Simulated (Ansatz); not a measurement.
NaH:

```
Na H
1.0
     0.00000    2.44000    2.44000
     2.44000    0.00000    2.44000
     2.44000    2.44000    0.00000
Na H
1 1
Direct
  0.00000 0.00000 0.00000
  0.50000 0.50000 0.50000
```

| Item | Value |
| --- | --- |
| Program | Ansatz 0.2.0 |
| Task | relaxation of cell and atoms |
| Functional | PBEsol |
| Potentials or basis | all-electron LAPW, scalar-relativistic |
| Basis error allowed | 0.001 eV/atom |
| k mesh | 9 × 9 × 9 |
| Occupations | fermi-dirac, width 0.05 eV |
| Spin | no spin polarisation |

At the start: volume 14.53 Å³/atom.

How do energy, volume and symmetry change on relaxing?

Over 4 steps the energy falls by 3.0 meV/atom and the volume is 13.74 Å³/atom (-5.4 %); space group Fm-3m (No. 225, to 0.05 Å).

The path:
| step | energy change (eV) | largest force (eV/Å) | volume (Å³) |
| --- | --- | --- | --- |
| 1 | 0.0000 | 0.0000 | 29.05 |
| 2 | -0.0058 | 0.0000 | 27.77 |
| 3 | -0.0060 | 0.0000 | 27.48 |
| 4 | -0.0060 | 0.0000 | 27.48 |

Final structure:
```
CELL_PARAMETERS angstrom
0.00000 2.39512 2.39512
2.39512 0.00000 2.39512
2.39512 2.39512 0.00000
ATOMIC_POSITIONS crystal
Na 0.00000 0.00000 0.00000
H 0.50000 0.50000 0.50000
```
